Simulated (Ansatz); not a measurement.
MoS2: enthalpy under pressure, worked through

The calculation used DFT PBE+D3(BJ), scalar-relativistic, plane waves, PAW in Ansatz 0.2.0. Run with 420 eV cutoff, 12×12×4 k-mesh, Gaussian smearing of 0.02 eV, no spin polarisation.

The relaxed crystal:

```yaml
crystal:
  lattice:
    - [3.14953, 0.00000, 0.00000]
    - [-1.57476, 2.72757, 0.00000]
    - [0.00000, 0.00000, 6.64748]
  atoms:
    - { symbol: Mo, position: [0.00000, 0.00000, 0.00000] }
    - { symbol: S, position: [0.33333, 0.66667, 0.23569] }
    - { symbol: S, position: [0.33333, 0.66667, 0.76431] }
```

Cell and atoms were relaxed at each target pressure within the start's symmetry (P-6m2), at zero temperature; other phases can be more stable under pressure. H = E + PV with P the target; E is the free energy at the smearing used, whose derivative the pressure is, per atom and counted from zero pressure. The mesh named is that at zero pressure; some other pressures ran on another.

| P (GPa) | V (Å³/atom) | E − E0 (meV) | H − H0 (meV) |
| --- | --- | --- | --- |
| 0 | 19.035 | 0.0 | 0.0 |
| 3 | 18.006 | 8.6 | 345.8 |
| 8 | 17.028 | 41.1 | 891.3 |
| 15 | 16.106 | 105.9 | 1613.8 |
| 30 | 14.792 | 285.9 | 3055.5 |
| 60 | 13.164 | 731.1 | 5660.9 |

**Question.** Thermodynamics gives dH/dP = V along a relaxed path. Integrate V over P by the trapezoid rule and compare with the computed enthalpies.

**Answer.** With 1 eV/Å³ = 160.22 GPa, each step adds the mean volume times ΔP / 160.22:
```tsv
P (GPa)	∫V dP (meV)	H − H0 (meV)	difference (meV)
3	346.8	345.8	1.0
8	893.4	891.3	2.1
15	1617.3	1613.8	3.5
30	3063.6	3055.5	8.1
60	5680.9	5660.9	20.0
```

V(P) curves upward, so the trapezoid rule runs high; integrating a smooth curve through the same points puts that excess at about 21.0 meV at 60 GPa, against the 20.0 meV found.

**Question.** At 60 GPa, how much of the enthalpy change is stored energy and how much is the PV term?

**Answer.** E rises by 731 meV/atom and PV is 60 × 13.164 / 160.22 = 4930 meV/atom, so PV makes 87 % of ΔH. So between rival structures at high pressure a small difference in volume can outweigh the difference in energy: 1 % of this volume is worth 49.3 meV/atom at this pressure.

**Question.** What bulk modulus do the lowest pressures give, and how is the compression shared among the axes?

**Answer.** From the pressures that the runs reached, 0.00 GPa (19.035 Å³) and 3.02 GPa (18.006 Å³), B = −ΔP/Δln V = 3.02 / 0.0556 = 54 GPa, a mean over that range. The linear compressibilities −Δln(length)/ΔP are 3.12 along a, 3.12 along b, 12.17 along c (in TPa⁻¹). With fixed angles they add up to 1/B: 18.42 against 18.42. Softest: c, at 66 % of the volume change per axis.

**Question.** The gap is 1.202 eV at 0.00 GPa and 0.996 eV at 3.02 GPa. What pressure coefficient and volume deformation potential follow?

**Answer.** dE_g/dP = -68.2 meV/GPa, and a_V = dE_g/d ln V = −B dE_g/dP = 3.70 eV. A gap that closes or barely moves under pressure is usual where the conduction edge lies away from the zone centre, has d character, or where the bands broaden faster than they shift. If the edges move to other points of the zone within the range, this is a mean of two slopes. Gaps are Kohn–Sham gaps over the whole zone.

This form isn't the usual stable structure of the compound.